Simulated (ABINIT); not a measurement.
# HfN (Fm-3m) in ABINIT: notebook

The runs below take HfN through band structure, equation of state, with PW91, LDA.

All numbers are computed with ABINIT 10.8.3 (patched build); they aren't measurements. Logs are shortened: lines on timing, memory, paths and dates and some standing lists are left out, and cuts for length are marked. The log counts tension as positive stress, the text compression.

## (1) The structure

Symmetry: Fm-3m, No. 225, cubic system. Conventional cell: a = 4.512 Å, b = 4.512 Å, c = 4.512 Å, α = 90.00°, β = 90.00°, γ = 90.00°. Around Hf (site symmetry m-3m) lie 6 N at 2.26 Å. N (site symmetry m-3m) is surrounded by 6 Hf at 2.26 Å.

## (2) Band structure, PW91, spin-orbit coupling, no magnetisation

run.abi

```
ndtset 2

pp_dirpath "./"
pseudos "Hf.GGA_PBE-JTH.xml, N.GGA_PBE-JTH.xml"

acell 3.1904657967 3.1904657967 3.1904657967 Angstrom
rprim
     0.0000000000     0.7071067812     0.7071067812
     0.7071067812     0.0000000000     0.7071067812
     0.7071067812     0.7071067812     0.0000000000
ntypat 2
znucl 72 7
natom 2
typat 1 2
xcart
     0.0000000000     0.0000000000     0.0000000000
     2.2560000000     2.2560000000     2.2560000000 Angstrom

ecut 26.0
pawecutdg 48.0

ixc -109134

occopt 3
tsmear 0.05 eV

nspinor 2
nspden 1
pawspnorb 1

nstep 100

iomode 3
prtwf 0
prteig 0
prtebands 0
enunit 1
prtden1 1

kptopt1 4
ngkpt1 10 10 10
nshiftk1 1
shiftk1 0.0 0.0 0.0
nband1 26
tolvrs1 1.0e-9

iscf2 -2
getden2 1
nband2 38
nbdbuf2 8
tolwfr2 1.0e-11
kptopt2 -9
ndivsm2 5
prteig2 1
prtvol2 -3
kptbounds2
     0.0000000000     0.0000000000     0.0000000000
     0.5000000000     0.0000000000     0.5000000000
     0.5000000000     0.2500000000     0.7500000000
     0.3750000000     0.3750000000     0.7500000000
     0.0000000000     0.0000000000     0.0000000000
     0.5000000000     0.5000000000     0.5000000000
     0.6250000000     0.2500000000     0.6250000000
     0.5000000000     0.2500000000     0.7500000000
     0.5000000000     0.5000000000     0.5000000000
     0.3750000000     0.3750000000     0.7500000000
```

Potentials or basis: JTH PAW PBE v2.0.

Command:

```console
$ abinit run.abi > log 2>&1
```

run.abo:

```text
.Version 10.8.3 of ABINIT
 DATASET    1 : space group F4 3 2 (#209); Bravais cF (face-center cubic)
================================================================================
 Values of the parameters that define the memory need for DATASET  1.
     intxc =       0    ionmov =       0      iscf =      17    lmnmax =      18
     lnmax =       6     mgfft =      30  mpssoang =       3    mqgrid =    3001
     natom =       2  nloc_mem =       2    nspden =       1   nspinor =       2
    nsppol =       1      nsym =      24    n1xccc =       1    ntypat =       2
    occopt =       3   xclevel =       2
       mpw =         994          nfft =       27000          nkpt =          55
 PAW method is used; the additional fine FFT grid is defined by:
   mgfftf=        40    nfftf =     64000
================================================================================
================================================================================

 DATASET    2 : space group F4 3 2 (#209); Bravais cF (face-center cubic)
================================================================================
 Values of the parameters that define the memory need for DATASET  2.
     intxc =       0    ionmov =       0      iscf =      -2    lmnmax =      18
     lnmax =       6     mgfft =      30  mpssoang =       3    mqgrid =    3001
     natom =       2  nloc_mem =       2    nspden =       1   nspinor =       2
    nsppol =       1      nsym =      24    n1xccc =       1    ntypat =       2
    occopt =       3   xclevel =       2
       mpw =         998          nfft =       27000          nkpt =          87
 PAW method is used; the additional fine FFT grid is defined by:
   mgfftf=        40    nfftf =     64000
================================================================================
================================================================================

--------------------------------------------------------------------------------
------------- Echo of variables that govern the present computation ------------
--------------------------------------------------------------------------------
 -outvars: echo values of preprocessed input variables --------
            acell      6.0291065698E+00  6.0291065698E+00  6.0291065698E+00 Bohr
              amu      1.78490000E+02  1.40067400E+01
             ecut      2.60000000E+01 Hartree
           enunit           1
           getden1          0
           getden2          1
             iscf1         17
             iscf2         -2
              ixc     -109134
           jdtset        1    2
           kptopt1          4
           kptopt2         -9
         kptrlatt       10    0    0      0   10    0      0    0   10
          kptrlen1     6.02910657E+01
          kptrlen2     3.00000000E+01
            natom           2
            nband1         26
            nband2         38
           nbdbuf1          0
           nbdbuf2          8
           ndtset           2
           ndivsm1          0
           ndivsm2          5
            ngfft          30      30      30
          ngfftdg          40      40      40
             nkpt1         55
             nkpt2         87
          nspinor           2
            nstep         100
             nsym          24
           ntypat           2
           occopt           3
        pawcpxocc           2
        pawecutdg      4.80000000E+01 Hartree
[... 259 lines left out ...]
         ecut(hartree)=     26.000   => boxcut(ratio)=   2.17019

 Fine grid specifications (used for densities):

 getcut: wavevector=  0.0000  0.0000  0.0000  ngfft=  40  40  40
         ecut(hartree)=     48.000   => boxcut(ratio)=   2.12726
--------------------------------------------------------------------------------

================================================================================
 Non-SCF case, kpt    1 (  0.00000  0.00000  0.00000), residuals and eigenvalues=
  3.26E-12  2.84E-12  3.67E-12  7.24E-12  4.64E-12  6.67E-12  2.65E-12  6.27E-12
  1.36E-12  2.33E-12  2.72E-12  4.08E-12  2.63E-12  3.25E-12  3.19E-12  1.86E-12
  2.28E-12  2.65E-12  1.13E-12  3.15E-12  2.97E-12  7.53E-12  2.42E-12  7.20E-12
  2.40E-12  7.04E-12  4.98E-12  8.83E-12  4.44E-12  7.26E-12  1.42E-06  1.07E-05
  2.59E-05  3.13E-04  1.15E-04  9.89E-04  1.37E-04  1.48E-03
 -2.2200E+00 -2.2200E+00 -1.2355E+00 -1.2355E+00 -9.7492E-01 -9.7492E-01
 -9.7492E-01 -9.7492E-01 -5.5503E-01 -5.5503E-01 -2.7584E-02 -2.7584E-02
 -2.0789E-02 -2.0789E-02 -2.0789E-02 -2.0789E-02  7.0583E-02  7.0583E-02
  7.0583E-02  7.0583E-02  8.1667E-02  8.1667E-02  1.5692E-01  1.5692E-01
  1.6106E-01  1.6106E-01  1.6106E-01  1.6106E-01  4.4687E-01  4.4687E-01
[... 1106 lines left out ...]
  8.6145E-01  8.6145E-01
 Non-SCF case, kpt   87 (  0.37500  0.37500  0.75000), residuals and eigenvalues=
  7.98E-12  6.76E-12  4.62E-12  9.38E-12  2.65E-12  5.08E-12  3.47E-12  8.96E-12
  6.10E-12  8.25E-12  2.26E-12  9.62E-12  2.54E-12  7.40E-12  1.93E-12  5.55E-12
  4.09E-12  9.55E-12  8.46E-12  3.73E-12  2.97E-12  6.33E-12  7.70E-12  7.07E-12
  7.05E-12  6.10E-12  4.29E-12  5.72E-12  5.66E-12  4.98E-12  2.38E-11  6.75E-11
  2.26E-09  1.66E-08  6.71E-07  2.69E-06  4.42E-06  3.92E-05
 -2.2171E+00 -2.2171E+00 -1.2464E+00 -1.2464E+00 -1.0029E+00 -1.0029E+00
 -9.9101E-01 -9.9101E-01 -4.9418E-01 -4.9418E-01 -1.4669E-01 -1.4669E-01
 -1.1384E-01 -1.1384E-01 -9.2304E-02 -9.2304E-02  5.6827E-02  5.6827E-02
  2.2889E-01  2.2889E-01  2.5106E-01  2.5106E-01  3.1154E-01  3.1154E-01
  3.3301E-01  3.3301E-01  4.1927E-01  4.1927E-01  4.9694E-01  4.9694E-01
  5.9149E-01  5.9149E-01  6.9167E-01  6.9167E-01  8.1862E-01  8.1862E-01
  8.5942E-01  8.5944E-01

--- !ResultsGS
iteration_state: {dtset: 2, }
comment   : Summary of ground state results
lattice_vectors:
- [  0.0000000,   4.2632221,   4.2632221, ]
- [  4.2632221,   0.0000000,   4.2632221, ]
- [  4.2632221,   4.2632221,   0.0000000, ]
lattice_lengths: [   6.02911,    6.02911,    6.02911, ]
lattice_angles: [ 60.000,  60.000,  60.000, ] # degrees, (23, 13, 12)
lattice_volume:   1.5496866E+02
convergence: {deltae:  0.000E+00, res2:  0.000E+00, residm:  9.999E-12, diffor:  0.000E+00, }
etotal    :  -6.03024402E+01
entropy   :   0.00000000E+00
fermie    :   8.95088853E-02
cartesian_stress_tensor: null
pressure_GPa: null
xred      :
- [  0.0000E+00,   0.0000E+00,   0.0000E+00, Hf]
- [  5.0000E-01,   5.0000E-01,   5.0000E-01,  N]
cartesian_forces: null
force_length_stats: {min: null, max: null, mean: null, }
...

 Integrated electronic density in atomic spheres:
 ------------------------------------------------
 Atom  Sphere_radius  Integrated_density
    1        2.41119          9.69116022
    2        1.20497          2.58339081

================================================================================

 ----iterations are completed or convergence reached----

 Mean square residual over all n,k,spin=   49.649E-13; max=  99.992E-13
 reduced coordinates (array xred) for    2 atoms
       0.000000000000      0.000000000000      0.000000000000
       0.500000000000      0.500000000000      0.500000000000

 cartesian coordinates (angstrom) at end:
    1      0.00000000000000     0.00000000000000     0.00000000000000
    2      2.25600000003323     2.25600000003323     2.25600000003323
 length scales=  6.029106569839  6.029106569839  6.029106569839 bohr
              =  3.190465796700  3.190465796700  3.190465796700 angstroms
 Eigenvalues (   eV  ) for nkpt=  87  k points:
 kpt#   1, nband= 38, wtk=  1.00000, kpt=  0.0000  0.0000  0.0000 (reduced coord)
 -60.41018  -60.41018  -33.61945  -33.61945  -26.52886  -26.52886  -26.52886  -26.52886
 -15.10310  -15.10310   -0.75060   -0.75060   -0.56569   -0.56569   -0.56569   -0.56569
   1.92066    1.92066    1.92066    1.92066    2.22228    2.22228    4.27005    4.27005
   4.38258    4.38258    4.38258    4.38258   12.15988   12.15988   26.85739   26.85764
  26.85816   26.86383   27.34478   27.36379   27.50640   27.51249
 kpt#   2, nband= 38, wtk=  1.00000, kpt=  0.0357  0.0000  0.0357 (reduced coord)
 -60.40916  -60.40916  -33.62350  -33.62350  -26.54221  -26.54221  -26.53384  -26.53384
 -15.06247  -15.06247   -0.93134   -0.93134   -0.72225   -0.72225   -0.62298   -0.62298
   1.89551    1.89551    2.05106    2.05106    2.30276    2.30276    4.32652    4.32652
   4.40384    4.40384    4.69216    4.69216   12.29480   12.29480   25.92354   25.92373
  26.48857   26.48891   27.11171   27.11610   27.91865   27.93548
 kpt#   3, nband= 38, wtk=  1.00000, kpt=  0.0714  0.0000  0.0714 (reduced coord)
 -60.40613  -60.40613  -33.63538  -33.63538  -26.58085  -26.58085  -26.54845  -26.54845
 -14.94509  -14.94509   -1.55020   -1.55020   -0.90588   -0.90588   -0.76401   -0.76401
   1.73287    1.73287    2.40041    2.40041    2.60985    2.60985    4.41836    4.41836
   4.46775    4.46775    5.52624    5.52624   12.68669   12.68669   24.66349   24.66349
[... 491 lines left out ...]
   9.85428    9.85428   11.96961   11.96961   13.32213   13.32213   15.79193   15.79193
  18.12037   18.12037   23.02649   23.02686   23.58703   23.58865
 kpt#  86, nband= 38, wtk=  1.00000, kpt=  0.3889  0.3889  0.7222 (reduced coord)
 -60.33114  -60.33114  -33.91398  -33.91398  -27.29441  -27.29441  -26.95268  -26.95268
 -13.33101  -13.33101   -4.29105   -4.29105   -3.15252   -3.15252   -2.69472   -2.69472
   2.00038    2.00038    5.99053    5.99053    6.62402    6.62402    8.42639    8.42639
   9.47541    9.47541   11.71769   11.71769   13.64352   13.64352   15.73913   15.73913
  18.61313   18.61313   22.45540   22.45543   23.44115   23.44116
 kpt#  87, nband= 38, wtk=  1.00000, kpt=  0.3750  0.3750  0.7500 (reduced coord)
 -60.32990  -60.32990  -33.91746  -33.91746  -27.29150  -27.29150  -26.96673  -26.96673
 -13.44722  -13.44722   -3.99173   -3.99173   -3.09766   -3.09766   -2.51171   -2.51171
   1.54634    1.54634    6.22841    6.22841    6.83178    6.83178    8.47744    8.47744
   9.06178    9.06178   11.40900   11.40900   13.52243   13.52243   16.09519   16.09519
  18.82143   18.82143   22.27572   22.27576   23.38591   23.38648

== END DATASET(S) ==============================================================
================================================================================

 -outvars: echo values of variables after computation  --------
            acell      6.0291065698E+00  6.0291065698E+00  6.0291065698E+00 Bohr
           etotal1    -6.0302440192E+01
            fcart1    -0.0000000000E+00 -0.0000000000E+00 -0.0000000000E+00
                      -0.0000000000E+00 -0.0000000000E+00 -0.0000000000E+00
            rprim      0.0000000000E+00  7.0710678120E-01  7.0710678120E-01
                       7.0710678120E-01  0.0000000000E+00  7.0710678120E-01
                       7.0710678120E-01  7.0710678120E-01  0.0000000000E+00
           strten1    -1.6025879335E-04 -1.6025879335E-04 -1.6025879335E-04
                       0.0000000000E+00  0.0000000000E+00  0.0000000000E+00
           xangst      0.0000000000E+00  0.0000000000E+00  0.0000000000E+00
                       2.2560000000E+00  2.2560000000E+00  2.2560000000E+00
             xred      0.0000000000E+00  0.0000000000E+00  0.0000000000E+00
                       5.0000000000E-01  5.0000000000E-01  5.0000000000E-01
 Calculation completed.
```

Run time: 4 min. Hardware: 1 thread of Arm Neoverse V2, shared host; peak memory 0.21 GiB.

What came out:

| Property | Result |
| --- | --- |
| Free energy | -1640.9130 eV |
| Pressure | 4.7 GPa |
| Band gap on the k mesh | none (metal or under the smearing width) |
| Valence electrons inside the program's atomic spheres | Hf 9.69; N 2.58 |

Levels at the corners of the path, in eV from the Fermi level:
| point | band 14 | band 15 | band 16 | band 17 | band 18 | band 19 |
| --- | --- | --- | --- | --- | --- | --- |
| Γ | -3.00 | -3.00 | -3.00 | -0.51 | -0.51 | -0.51 |
| X | -3.85 | -3.82 | -3.82 | -3.53 | -3.53 | 4.02 |
| W | -5.76 | -5.21 | -5.21 | 1.02 | 1.02 | 1.15 |
| K | -5.53 | -4.95 | -4.95 | -0.89 | -0.89 | 3.79 |
| Γ | -3.00 | -3.00 | -3.00 | -0.51 | -0.51 | -0.51 |
| L | -6.28 | -6.22 | -6.22 | 3.17 | 3.17 | 3.56 |
| U | -5.53 | -4.95 | -4.95 | -0.89 | -0.89 | 3.79 |
| W | -5.76 | -5.21 | -5.21 | 1.02 | 1.02 | 1.15 |
| L | -6.28 | -6.22 | -6.22 | 3.17 | 3.17 | 3.56 |
| K | -5.53 | -4.95 | -4.95 | -0.89 | -0.89 | 3.79 |

Caveat: the PAW data sets were made with another functional, which shifts forces and pressure a little.

## (3) Equation of state, LDA

run.abi

```
# Datasets: one volume each
ndtset 7
getwfk -1
scalecart1 3*0.9795861087
scalecart2 3*0.9864848297
scalecart3 3*0.9932883884
scalecart4 3*1.0000000000
scalecart5 3*1.0066227096
scalecart6 3*1.0131594038
scalecart7 3*1.0196128224

# Pseudopotentials
pp_dirpath "./"
pseudos "Hf.LDA_PW-JTH.xml, N.LDA_PW-JTH.xml"

# Structure
acell 3*1.0
rprim
     0.0000000000     4.2632221372     4.2632221372
     4.2632221372     0.0000000000     4.2632221372
     4.2632221372     4.2632221372     0.0000000000
ntypat 2
znucl 72 7
natom 2
typat 1 2
xred
     0.0000000000     0.0000000000     0.0000000000
     0.5000000000     0.5000000000     0.5000000000

# Plane-wave basis
ecut 25.0
pawecutdg 47.0

# k points
kptopt 1
ngkpt 10 10 10
nshiftk 1
shiftk 0.0 0.0 0.0

# Exchange and correlation
ixc 7

# Bands and occupations
nband 13
occopt 3
tsmear 0.05 eV

# SCF cycle
nstep 100
tolvrs 1.0e-9

# Output
iomode 3
prtwf 1
prtden 0
prteig 0
prtebands 0
enunit 2
```

Potentials or basis: JTH PAW LDA v2.0.

Command:

```console
$ abinit run.abi > log 2>&1
```

Run time: 2 min. Hardware: 1 thread of Arm Neoverse V2, shared host; peak memory 0.15 GiB.

It converged, with:

- Equilibrium volume: 11.09 Å³/atom
- Bulk modulus: 307 GPa
- Pressure derivative of the bulk modulus: 4.3

Energy against volume, from the lowest point:
```tsv
volume (Å³/atom)	energy (meV/atom)
10.793	7.38
11.023	0.00
11.252	1.98
11.482	12.42
11.712	30.43
11.941	55.21
12.171	86.04
```

Caveat: the cutoff is too short for stress, so the log's stress isn't used; pressures at fixed basis lie under the slope of the energies.
